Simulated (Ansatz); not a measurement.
A relaxation computed with Ansatz, from input to last step.

```yaml
crystal:
  lattice:
    - [4.0197627414, 0.0, 0.0]
    - [-2.0098813707, 3.4812166512, 0.0]
    - [0.0, 0.0, 6.4463574031]
  atoms:
    - { symbol: Sr, position: [0.3333333333, 0.6666666667, 0.25] }
    - { symbol: Sr, position: [0.6666666667, 0.3333333333, 0.75] }
basis:
  ecutwfc: 420
kpoints:
  mp_grid: { grid: [12, 12, 8] }
hamiltonian:
  xc: pbe
scf:
  occupations: { method: gaussian, width: 0.1 }
output:
  forces: true
  stress: true
  eigenvalues: true
relax:
  adjacent_minimum: "off"
  f_tol: 0.01
  max_steps: 60
  cell: { stress_tol: 0.1 }
```

```bash
ansatz run input.yaml --threads 1 --pin off --max-ram 2560MiB --backend cpu --events-out ev --progress --plain --runs-dir out
```

Method: DFT PBE, scalar-relativistic, plane waves, PAW (Ansatz 0.2.0).

Of 5 frames 5 are shown, positions in Å and forces in eV/Å; the SCF threshold varies from step to step. Steps run on the plane waves of an earlier cell, with a Pulay correction in the pressure. The basis is chosen afresh for the last frame, the zero of the energies, and at times for earlier ones too; energy and pressure step there, also at an unchanged geometry.

```xyz
2
Lattice="4.0198 0.0000 0.0000 -2.0099 3.4812 0.0000 0.0000 0.0000 6.4464" Properties=species:S:1:pos:R:3:forces:R:3 pbc="T T T" step=1 free_energy_over_end_meV_per_atom=90.83 pressure_GPa=3.23
Sr    0.0000    2.3208    1.6116    0.0000    0.0000    0.0000
Sr    2.0099    1.1604    4.8348    0.0000    0.0000    0.0000
2
Lattice="4.1247 0.0000 0.0000 -2.0623 3.5721 0.0000 0.0000 0.0000 6.6983" Properties=species:S:1:pos:R:3:forces:R:3 pbc="T T T" step=2 free_energy_over_end_meV_per_atom=27.24 pressure_GPa=1.56
Sr    0.0000    2.3814    1.6746    0.0000    0.0000    0.0000
Sr    2.0623    1.1907    5.0237    0.0000    0.0000    0.0000
2
Lattice="4.2471 0.0000 0.0000 -2.1235 3.6781 0.0000 0.0000 0.0000 6.9305" Properties=species:S:1:pos:R:3:forces:R:3 pbc="T T T" step=3 free_energy_over_end_meV_per_atom=1.17 pressure_GPa=0.25
Sr    0.0000    2.4520    1.7326    0.0000    0.0000    0.0000
Sr    2.1235    1.2260    5.1979    0.0000    0.0000    0.0000
2
Lattice="4.2702 0.0000 0.0000 -2.1351 3.6981 0.0000 0.0000 0.0000 6.9866" Properties=species:S:1:pos:R:3:forces:R:3 pbc="T T T" step=4 free_energy_over_end_meV_per_atom=0.24 pressure_GPa=0.03
Sr    0.0000    2.4654    1.7467    0.0000    0.0000    0.0000
Sr    2.1351    1.2327    5.2400    0.0000    0.0000    0.0000
2
Lattice="4.2702 0.0000 0.0000 -2.1351 3.6981 0.0000 0.0000 0.0000 6.9866" Properties=species:S:1:pos:R:3:forces:R:3 pbc="T T T" step=5 free_energy_over_end_meV_per_atom=0.00 pressure_GPa=0.03
Sr    0.0000    2.4654    1.7467    0.0000    0.0000    0.0000
Sr    2.1351    1.2327    5.2400    0.0000    0.0000    0.0000
```

It took 29 s on 1 thread of Arm Neoverse V2, with other jobs on the host, peak memory 0.41 GiB.